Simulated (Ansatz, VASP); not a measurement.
## AlN in VASP and in Ansatz

The input INCAR:

```
PREC     = Accurate       # precision mode
ENCUT    = 520            # plane-wave cutoff, eV
EDIFF    = 1E-8           # SCF threshold, eV
ISMEAR   = -1             # smearing method
SIGMA    = 0.02           # smearing width, eV
LREAL    = False          # projectors in reciprocal space
LASPH    = True           # aspherical terms in the spheres
NELM     = 100            # most SCF steps
ALGO     = Fast           # electronic algorithm
ISIF     = 2              # what is computed and relaxed
LWAVE    = False          # write WAVECAR
LCHARG   = False          # write CHGCAR
GGA      = PE             # functional
LEFG     = True         
NBANDS   = 16             # bands
```

File KPOINTS:

```
regular mesh
0
Gamma
  11 11 6
```

File POSCAR:

```
AlN
1.0
    3.1110021516      0.0000000000      0.0000000000
   -1.5555010758      2.6942068945      0.0000000000
    0.0000000000      0.0000000000      4.9780000000
Al N
2 2
Direct
    0.3333333333      0.6666666667      0.0000000000
    0.6666666667      0.3333333333      0.5000000000
    0.3333333333      0.6666666667      0.3850000000
    0.6666666667      0.3333333333      0.8850000000
```

Input for Ansatz:

```yaml
crystal:
  lattice:
    - [3.1110021516, 0.0, 0.0]
    - [-1.5555010758, 2.6942068945, 0.0]
    - [0.0, 0.0, 4.978]
  atoms:
    - { symbol: Al, position: [0.3333333333, 0.6666666667, 0.0] }
    - { symbol: Al, position: [0.6666666667, 0.3333333333, 0.5] }
    - { symbol: "N", position: [0.3333333333, 0.6666666667, 0.385] }
    - { symbol: "N", position: [0.6666666667, 0.3333333333, 0.885] }
kpoints:
  mp_grid: { grid: [11, 11, 6] }
  band_path:
    path:
      - [0.0, 0.0, 0.0]
      - [0.5, 0.0, 0.0]
      - [0.3333333333, 0.3333333333, 0.0]
      - [0.0, 0.0, 0.0]
      - [0.0, 0.0, 0.5]
      - [0.5, 0.0, 0.5]
      - [0.3333333333, 0.3333333333, 0.5]
      - [0.0, 0.0, 0.5]
      - [0.5, 0.0, 0.5]
    npoints: 8
scf:
  occupations: { method: fermi_dirac, width: 0.02 }
hamiltonian:
  xc: pbe
  pseudopotentials: { kind: paw }
output:
  forces: true
  stress: true
  eigenvalues: true
  efg: { contact_densities: true }
  populations: true
  bader: true
  dos: { projected: true, de: 0.2, e_range: [-14, 8] }
```

Alike in both runs: task electric field gradients; functional PBE; k mesh 11 × 11 × 6; occupations fermi-dirac, width 0.02 eV; no spin polarisation.

|  | VASP | Ansatz |
| --- | --- | --- |
| version | VASP 6.6.1 | Ansatz 0.2.0 |
| potentials or method | VASP PAW PBE potentials, release 64 (Al, N) | PAW with Ansatz's default frozen-core files, scalar-relativistic |
| plane-wave cutoff (eV) | 520 | 420 |
| valence electrons in the cell | 16 | 16 |

```csv
,VASP,Ansatz,Ansatz less VASP
gap on the k mesh at the Fermi level (eV),4.16,4.15,-0.011
pressure (GPa),3.8,4.0,+0.27
largest component of the traceless stress (GPa),1.20,1.24,+0.041
rms of the force components (eV/Å),0.105,0.104,-0.0007
Vzz of the field gradient on the site that differs most (V/Å²),0.6,0.3,-0.27
```

Atom by atom the forces differ by 0.001 eV/Å (rms over components).

Caveats: an odd mesh through Γ misses points on the zone boundary, where band edges often lie. PBE gaps usually lie below the measured ones, often by a third to a half.
